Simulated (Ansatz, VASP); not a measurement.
# AlN: VASP beside Ansatz

```
CELL_PARAMETERS angstrom
-1.63784 2.83682 0.00000
0.00000 0.00000 4.10063
4.91352 2.83682 0.00000
ATOMIC_POSITIONS crystal
Al 0.45336 0.75000 0.12588
Al 0.00000 0.75000 0.66667
Al 0.00000 0.25000 0.33333
Al 0.50000 0.25000 0.83333
N 0.50000 0.25000 0.16667
N 0.00000 0.25000 0.66667
N 0.00000 0.75000 0.33333
N 0.50000 0.75000 0.83333
```

Alike in both runs: task single point; functional LDA; k mesh 8 × 6 × 4; occupations gaussian, width 0.05 eV; no spin polarisation.

```csv
,VASP,Ansatz
version,VASP 6.6.1,Ansatz 0.2.0
potentials or method,"VASP PAW LDA potentials, release 64 (Al, N)","scalar-relativistic, plane waves, PAW"
plane-wave cutoff (eV),520,420
valence electrons in the cell,32,32
```

```tsv
	VASP	Ansatz	Ansatz less VASP
gap on the k mesh at the Fermi level (eV)	3.19	3.19	-0.003
least direct gap on the mesh (eV)	3.19	3.19	-0.003
pressure (GPa)	4.2	3.5	-0.73
largest component of the traceless stress (GPa)	8.09	7.77	-0.319
rms of the force components (eV/Å)	1.762	1.738	-0.0240
```

Atom by atom the forces differ by 0.027 eV/Å (rms over components). Ansatz warned: «pseudo_functional_mismatch».

Caveats: forces of over 1 eV/Å show positions far from the minimum, so gaps and moduli don't describe the material at rest. A k mesh can miss the band edges.
